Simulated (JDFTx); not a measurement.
# Mo (Im-3m) in JDFTx: further runs

One crystal, Mo, is run at these levels: PBE; tasks: band structure.

Program: JDFTx 1.7.0 (patched build). These are calculated values, not measurements. Logs are shortened: lines on timing, memory, paths and dates and some standing lists are left out, and cuts for length are marked. The log counts tension as positive stress, the text compression.

## Step 1: The structure

The structure is cubic, space group Im-3m (No. 229). Conventional cell: a = 3.168 Å, b = 3.168 Å, c = 3.168 Å, α = 90.00°, β = 90.00°, γ = 90.00°. Around Mo (site symmetry m-3m) lie 8 Mo at 2.74 Å.

## Step 2: Band structure, PBE

bands.in reads:

```
include Mo.lattice
coords-type Lattice
include Mo.ionpos

ion-species pseudo/Mo.upf
elec-cutoff 40
elec-ex-corr gga-PBE
elec-smearing Fermi 0.0018374661
elec-n-bands 13
electronic-minimize nIterations 30 energyDiffThreshold 1e-06
davidson-band-ratio 1.3
forces-output-coords Cartesian
include path.kpoints
symmetries none
fix-electron-density run.$VAR

dump-name bands.$VAR
dump End Ecomponents EigStats BandEigs Kpoints Forces
```

Mo.lattice reads:

```
lattice \
   -2.9929651906     2.9929651906     2.9929651906 \
    2.9929651906    -2.9929651906     2.9929651906 \
    2.9929651906     2.9929651906    -2.9929651906
```

Mo.ionpos reads:

```
ion Mo     0.0000000000     0.0000000000     0.0000000000 1
```

path.kpoints reads:

```
kpoint +0.0000000000 +0.0000000000 +0.0000000000 0.020000000000
kpoint +0.0500000000 -0.0500000000 +0.0500000000 0.020000000000
kpoint +0.1000000000 -0.1000000000 +0.1000000000 0.020000000000
kpoint +0.1500000000 -0.1500000000 +0.1500000000 0.020000000000
kpoint +0.2000000000 -0.2000000000 +0.2000000000 0.020000000000
kpoint +0.2500000000 -0.2500000000 +0.2500000000 0.020000000000
kpoint +0.3000000000 -0.3000000000 +0.3000000000 0.020000000000
kpoint +0.3500000000 -0.3500000000 +0.3500000000 0.020000000000
kpoint +0.4000000000 -0.4000000000 +0.4000000000 0.020000000000
kpoint +0.4500000000 -0.4500000000 +0.4500000000 0.020000000000
kpoint +0.5000000000 -0.5000000000 +0.5000000000 0.020000000000
kpoint +0.4285714286 -0.4285714286 +0.5000000000 0.020000000000
kpoint +0.3571428571 -0.3571428571 +0.5000000000 0.020000000000
kpoint +0.2857142857 -0.2857142857 +0.5000000000 0.020000000000
kpoint +0.2142857143 -0.2142857143 +0.5000000000 0.020000000000
kpoint +0.1428571429 -0.1428571429 +0.5000000000 0.020000000000
kpoint +0.0714285714 -0.0714285714 +0.5000000000 0.020000000000
kpoint +0.0000000000 +0.0000000000 +0.5000000000 0.020000000000
kpoint +0.0000000000 +0.0000000000 +0.4285714286 0.020000000000
kpoint +0.0000000000 +0.0000000000 +0.3571428571 0.020000000000
kpoint +0.0000000000 +0.0000000000 +0.2857142857 0.020000000000
kpoint +0.0000000000 +0.0000000000 +0.2142857143 0.020000000000
kpoint +0.0000000000 +0.0000000000 +0.1428571429 0.020000000000
kpoint +0.0000000000 +0.0000000000 +0.0714285714 0.020000000000
kpoint +0.0000000000 +0.0000000000 +0.0000000000 0.020000000000
kpoint +0.0277777778 +0.0277777778 +0.0277777778 0.020000000000
kpoint +0.0555555556 +0.0555555556 +0.0555555556 0.020000000000
kpoint +0.0833333333 +0.0833333333 +0.0833333333 0.020000000000
kpoint +0.1111111111 +0.1111111111 +0.1111111111 0.020000000000
kpoint +0.1388888889 +0.1388888889 +0.1388888889 0.020000000000
kpoint +0.1666666667 +0.1666666667 +0.1666666667 0.020000000000
kpoint +0.1944444444 +0.1944444444 +0.1944444444 0.020000000000
kpoint +0.2222222222 +0.2222222222 +0.2222222222 0.020000000000
kpoint +0.2500000000 +0.2500000000 +0.2500000000 0.020000000000
kpoint +0.2750000000 +0.1750000000 +0.2750000000 0.020000000000
kpoint +0.3000000000 +0.1000000000 +0.3000000000 0.020000000000
kpoint +0.3250000000 +0.0250000000 +0.3250000000 0.020000000000
kpoint +0.3500000000 -0.0500000000 +0.3500000000 0.020000000000
kpoint +0.3750000000 -0.1250000000 +0.3750000000 0.020000000000
kpoint +0.4000000000 -0.2000000000 +0.4000000000 0.020000000000
kpoint +0.4250000000 -0.2750000000 +0.4250000000 0.020000000000
kpoint +0.4500000000 -0.3500000000 +0.4500000000 0.020000000000
kpoint +0.4750000000 -0.4250000000 +0.4750000000 0.020000000000
kpoint +0.5000000000 -0.5000000000 +0.5000000000 0.020000000000
kpoint +0.2500000000 +0.2500000000 +0.2500000000 0.020000000000
kpoint +0.2000000000 +0.2000000000 +0.3000000000 0.020000000000
kpoint +0.1500000000 +0.1500000000 +0.3500000000 0.020000000000
kpoint +0.1000000000 +0.1000000000 +0.4000000000 0.020000000000
kpoint +0.0500000000 +0.0500000000 +0.4500000000 0.020000000000
kpoint +0.0000000000 +0.0000000000 +0.5000000000 0.020000000000
```

Potentials or basis: PseudoDojo-SR-PBE-0.4.1-standard with smoothed tails.

Launch:

```sh
> jdftx -c 1 -i bands.in -o bands.out
```

Output:

```text
*************** JDFTx 1.7.0 (patched build) ***************

Input parsed successfully to the following command list (including defaults):
[... the input with its defaults ...]

---------- Initializing the Grid ----------
R =
[     -2.99297      2.99297      2.99297  ]
[      2.99297     -2.99297      2.99297  ]
[      2.99297      2.99297     -2.99297  ]
unit cell volume = 107.242
G =
[ -7.29365e-18    1.04966    1.04966  ]
[    1.04966 -7.29365e-18    1.04966  ]
[    1.04966    1.04966 -7.29365e-18  ]
Minimum fftbox size, Smin = [  32  32  32  ]
Chosen fftbox size, S = [  32  32  32  ]

---------- Exchange Correlation functional ----------
Initalized PBE GGA exchange.
Initalized PBE GGA correlation.

---------- Setting up pseudopotentials ----------
Width of ionic core gaussian charges (only for fluid interactions / plotting) set to 0

Reading pseudopotential file 'pseudo/Mo.upf':
  'Mo' pseudopotential, 'PBE' functional
  Generated using ONCVPSP code by D. R. Hamann
  14 valence electrons, 4 orbitals, 6 projectors, 1001 radial grid points, with lMax = 2
    4S    l: 0   occupation:  2.0   eigenvalue: -2.364714
    4P    l: 1   occupation:  6.0   eigenvalue: -1.414320
    4D    l: 2   occupation:  5.0   eigenvalue: -0.137921
    5S    l: 0   occupation:  1.0   eigenvalue: -0.150182
  Core radius for overlap checks: 1.35 bohrs.

Initialized 1 species with 1 total atoms.

Folded 50 k-points by 1x1x1 to 50 k-points.

---------- Setting up k-points, bands, fillings ----------
No reducable k-points.
Computing the number of bands and number of electrons
Calculating initial fillings.
nElectrons:  14.000000   nBands: 13   nStates: 50

----- Setting up reduced wavefunction bases (one per k-point) -----
average nbasis = 1290.800 , ideal nbasis = 1295.833

---------- Setting up ewald sum ----------
Optimum gaussian width for ewald sums = 1.868743 bohr.
Real space sum over 2197 unit cells with max indices [  6  6  6  ]
Reciprocal space sum over 2197 terms with max indices [  6  6  6  ]

---------- Allocating electronic variables ----------
Reading n from file 'run.n' ... done
Initializing wave functions:  linear combination of atomic orbitals
Note: number of bands (13) exceeds available atomic orbitals (10)

----------- Band structure minimization -------------
Minimization will be done independently for each quantum number.

---- Minimization of quantum number:     0  [ +0.0000000 +0.0000000 +0.0000000 ]  0.040000000 ----
BandDavidson: Iter:   0  Eband: +0.276360507601037
BandDavidson: Iter:   1  Eband: +0.226980096813367  dEband: -4.938041e-02
BandDavidson: Iter:   2  Eband: +0.213208593691146  dEband: -1.377150e-02
BandDavidson: Iter:   3  Eband: +0.212274342111707  dEband: -9.342516e-04
[... 601 lines of inner loops ...]
BandDavidson: Iter:   6  Eband: +0.217683490128881  dEband: -1.703810e-06
BandDavidson: Iter:   7  Eband: +0.217683029016286  dEband: -4.611126e-07
BandDavidson: Converged (dEband<1.000000e-06)
	FillingsUpdate:  mu: +0.776316733  nElectrons: 14.000000
WARNING: these k-points are no uniform mesh, so that mu and the fillings of partly filled bands are only those of these points: take mu from the calculation that made the density or potential.

Dumping 'bands.eigStats' ...
	eMin: -1.481995 at state 24 ( [ +0.000000 +0.000000 +0.000000 ] spin 0 )
	HOMO: +0.775022 at state 4 ( [ +0.200000 -0.200000 +0.200000 ] spin 0 )
	mu  : +0.776317
	LUMO: +0.776617 at state 14 ( [ +0.214286 -0.214286 +0.500000 ] spin 0 )
	eMax: +1.504240 at state 20 ( [ +0.000000 +0.000000 +0.285714 ] spin 0 )
	HOMO-LUMO gap: +0.001595
	Optical gap  : +0.026654 at state 13 ( [ +0.285714 -0.285714 +0.500000 ] spin 0 )
Done!
[note: mu, HOMO and LUMO in a band run belong to the points of the path alone and aren't those of the crystal]
```

Run time: 4.3 s. Hardware: 1 thread of AMD EPYC 7R43 (Zen 3), shared host; peak memory 0.08 GiB.

What came out:

```yaml
Band_gap_along_the_path: none (metal or under the smearing width)
```

Levels at the corners of the path, in eV from the Fermi level:
| point | band 3 | band 4 | band 5 | band 6 | band 7 | band 8 | band 9 |
| --- | --- | --- | --- | --- | --- | --- | --- |
| Γ | -34.55 | -34.55 | -7.13 | -1.29 | -1.29 | -1.29 | 1.67 |
| H | -35.47 | -35.47 | -5.27 | -5.27 | 3.93 | 3.93 | 3.93 |
| N | -34.97 | -34.56 | -5.18 | -3.28 | 1.60 | 1.69 | 2.30 |
| Γ | -34.55 | -34.55 | -7.13 | -1.29 | -1.29 | -1.29 | 1.67 |
| P | -35.22 | -35.22 | -2.54 | -2.54 | -2.54 | 2.42 | 2.42 |
| H | -35.47 | -35.47 | -5.27 | -5.27 | 3.93 | 3.93 | 3.93 |
| P | -35.22 | -35.22 | -2.54 | -2.54 | -2.54 | 2.42 | 2.42 |
| N | -34.97 | -34.56 | -5.18 | -3.28 | 1.60 | 1.69 | 2.30 |

## Step 3: Band structure, PBE, spin-orbit coupling, no magnetisation

Changes to bands.in since step 2:

```diff
@@ -5,6 +5,7 @@
 ion-species pseudo/Mo.upf
-elec-cutoff 40
+elec-cutoff 41
 elec-ex-corr gga-PBE
 elec-smearing Fermi 0.0018374661
-elec-n-bands 13
+elec-n-bands 25
+spintype spin-orbit
 electronic-minimize nIterations 30 energyDiffThreshold 1e-06
```

Mo.lattice is that of step 2.

Mo.ionpos is that of step 2.

path.kpoints is that of step 2.

Potentials or basis: PseudoDojo-FR-PBE-0.4-standard with smoothed tails.

Launch:

```sh
> jdftx -c 1 -i bands.in -o bands.out
```

Run time: 14 s. Hardware: 1 thread of AMD EPYC 7R43 (Zen 3), shared host; peak memory 0.1 GiB.

Results (log left out):

| Quantity | Value |
| --- | --- |
| Band gap along the path | none (metal or under the smearing width) |

Levels at the corners of the path, in eV from the Fermi level:
| point | band 10 | band 11 | band 12 | band 13 | band 14 | band 15 | band 16 | band 17 | band 18 |
| --- | --- | --- | --- | --- | --- | --- | --- | --- | --- |
| Γ | -7.13 | -1.34 | -1.34 | -1.34 | -1.34 | -1.20 | -1.20 | 1.67 | 1.67 |
| H | -5.28 | -5.28 | -5.28 | 3.87 | 3.87 | 3.87 | 3.87 | 4.07 | 4.07 |
| N | -5.18 | -3.28 | -3.28 | 1.59 | 1.59 | 1.69 | 1.69 | 2.31 | 2.31 |
| Γ | -7.13 | -1.34 | -1.34 | -1.34 | -1.34 | -1.20 | -1.20 | 1.67 | 1.67 |
| P | -2.64 | -2.51 | -2.51 | -2.51 | -2.51 | 2.43 | 2.43 | 2.43 | 2.43 |
| H | -5.28 | -5.28 | -5.28 | 3.87 | 3.87 | 3.87 | 3.87 | 4.07 | 4.07 |
| P | -2.64 | -2.51 | -2.51 | -2.51 | -2.51 | 2.43 | 2.43 | 2.43 | 2.43 |
| N | -5.18 | -3.28 | -3.28 | 1.59 | 1.59 | 1.69 | 1.69 | 2.31 | 2.31 |
